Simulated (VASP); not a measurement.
Set up this calculation in VASP 6.6.1, as the native input.

- Task: electrostatic potential
- Functional: r2SCAN
- Potentials or basis: VASP PAW PBE potentials, release 64 (Ag)
- Cutoff: 520 eV
- k mesh: 18 × 18 × 18
- Occupations: methfessel-paxton, width 0.1 eV
- Spin: no spin polarisation
- Further INCAR settings: ALGO = Normal; EDIFF = 1e-07

The structure of Ag lies in POSCAR:

```
Ag                                      
1.0
    0.0000000000      2.0525851269      2.0525851269
    2.0525851269     -0.0000000000      2.0525851269
    2.0525851269      2.0525851269     -0.0000000000
  Ag            
     1
Direct
     0.0000000000000000    0.0000000000000000    0.0000000000000000
```

The cell was built by a generator and needn't be a form met in nature.

These files were run (other wordings do the same):

INCAR

```
PREC = Accurate
ENCUT = 520
EDIFF = 1E-7
ISMEAR = 1
SIGMA = 0.1
LREAL = F
LASPH = T
NELM = 60
ALGO = Normal
ISIF = 2
LWAVE = F
LCHARG = T
METAGGA = R2SCAN
LMIXTAU = T
LVHAR = T
```

KPOINTS

```
Automatic mesh
0
Gamma
  18 18 18
```

Potentials or basis: VASP PAW PBE potentials, release 64 (Ag).

The run is started by

```sh
$ cat potpaw_PBE.64/Ag/POTCAR > POTCAR
$ mpirun -np 1 vasp_std > vasp.out
```

Results of the run:

| Item | Value |
| --- | --- |
| Pressure | 0.0 GPa |
| Band gap on the k mesh | none (metal or under the smearing width) |

Caveat: the PAW data sets were made with another functional, which shifts forces and pressure a little.

It took 47 s on 1 thread of Intel(R) Xeon(R) 6975P-C (Granite Rapids) (shared host), peak memory 0.16 GiB.
